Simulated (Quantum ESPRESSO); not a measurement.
A calculation with Quantum ESPRESSO 7.5 of SiO2 (native input, structure typed inline):

Contents of pw.in:

```
&CONTROL
  calculation = 'scf'
  prefix = 'pwscf'
  outdir = './tmp'
  pseudo_dir = './pseudo'
  tprnfor = .true.
  tstress = .true.
  disk_io = 'nowf'
/
&SYSTEM
  ibrav = 0
  nat = 12
  ntyp = 2
  ecutwfc = 55
  ecutrho = 440
  nbnd = 43
  occupations = 'smearing'
  smearing = 'fd'
  degauss = 0.00367493
/
&ELECTRONS
  conv_thr = 2.4d-09
  electron_maxstep = 120
  mixing_beta = 0.5
/
ATOMIC_SPECIES
Si    28.0850 Si.pbe-n-rrkjus_psl.1.0.0.UPF
O     15.9990 O.pbe-n-kjpaw_psl.0.1.UPF
CELL_PARAMETERS angstrom
   0.0000000000    4.7162571100    7.3627753715
   2.3595806657    0.0000000000    7.3627753715
   2.3595806657    4.7162571100    0.0000000000
ATOMIC_POSITIONS crystal
Si     0.9367689200    0.9367689200    0.5632310800
Si     0.6867689200    0.6867689200    0.3132310800
Si     0.3132310800    0.3132310800    0.6867689200
Si     0.5632310800    0.5632310800    0.9367689200
O      0.0634396000    0.4365604000    0.0634396000
O      0.4365604000    0.0634396000    0.4365604000
O      0.8134396000    0.1865604000    0.8134396000
O      0.1865604000    0.8134396000    0.1865604000
O      0.1250000000    0.6250000000    0.6250000000
O      0.6250000000    0.6250000000    0.6250000000
O      0.6250000000    0.6250000000    0.1250000000
O      0.6250000000    0.1250000000    0.6250000000
K_POINTS automatic
7 7 7 0 0 0
```

Potentials or basis: SSSP 1.3 efficiency PBE.

Run with:

```bash
$ OMP_NUM_THREADS=2 pw.x -in pw.in > pw.out
```

The cell comes from a database or a generator and needn't be the stable form of this composition.

Question: Write the same calculation in another form: ASE script, structure from a POSCAR.

Answer: As run:

File run.py:

```python
import numpy as np
from ase.calculators.espresso import Espresso, EspressoProfile
from ase.io import read

atoms = read('POSCAR')

input_data = {
    'control': {'calculation': 'scf', 'prefix': 'pwscf', 'outdir': './tmp', 'tprnfor': True, 'tstress': True, 'disk_io': 'nowf'},
    'system': {'ecutwfc': 55.0, 'ecutrho': 440.0, 'nbnd': 43, 'occupations': 'smearing', 'smearing': 'fd', 'degauss': 0.00367493},
    'electrons': {'conv_thr': 2.4e-09, 'electron_maxstep': 120, 'mixing_beta': 0.5},
}
pseudopotentials = {'O': 'O.pbe-n-kjpaw_psl.0.1.UPF', 'Si': 'Si.pbe-n-rrkjus_psl.1.0.0.UPF'}
profile = EspressoProfile(command='pw.x', pseudo_dir='pseudo')
atoms.calc = Espresso(profile=profile, input_data=input_data, pseudopotentials=pseudopotentials, kpts=(7, 7, 7), koffset=(0, 0, 0))

print(f'energy {atoms.get_potential_energy():.8f} eV')
print('forces (eV/A)')
print(np.round(atoms.get_forces(), 6))
print('stress (eV/A^3, Voigt)')
print(np.round(atoms.get_stress(), 8))
print(f'Fermi level {atoms.calc.get_fermi_level():.4f} eV')
```

File POSCAR:

```
SiO2
1.0
    0.0000000000      4.7162571100      7.3627753715
    2.3595806657      0.0000000000      7.3627753715
    2.3595806657      4.7162571100      0.0000000000
Si O
4 8
Direct
    0.9367689200      0.9367689200      0.5632310800
    0.6867689200      0.6867689200      0.3132310800
    0.3132310800      0.3132310800      0.6867689200
    0.5632310800      0.5632310800      0.9367689200
    0.0634396000      0.4365604000      0.0634396000
    0.4365604000      0.0634396000      0.4365604000
    0.8134396000      0.1865604000      0.8134396000
    0.1865604000      0.8134396000      0.1865604000
    0.1250000000      0.6250000000      0.6250000000
    0.6250000000      0.6250000000      0.6250000000
    0.6250000000      0.6250000000      0.1250000000
    0.6250000000      0.1250000000      0.6250000000
```

Potentials or basis: SSSP 1.3 efficiency PBE.

Run with:

```console
$ OMP_NUM_THREADS=2 python run.py
```

Both were run:

|  | native input, structure typed inline | ASE script, structure from a POSCAR |
| --- | --- | --- |
| Pressure | 5.4 GPa | 5.4 GPa |
| Largest force | 0.402 eV/Å | 0.402 eV/Å |
| Band gap on the k mesh | 5.78 eV, direct | 5.78 eV, direct |

Keys that steer only the numerical path or the files written may differ.

Caveat: an odd mesh through Γ misses points on the zone boundary, where band edges often lie.
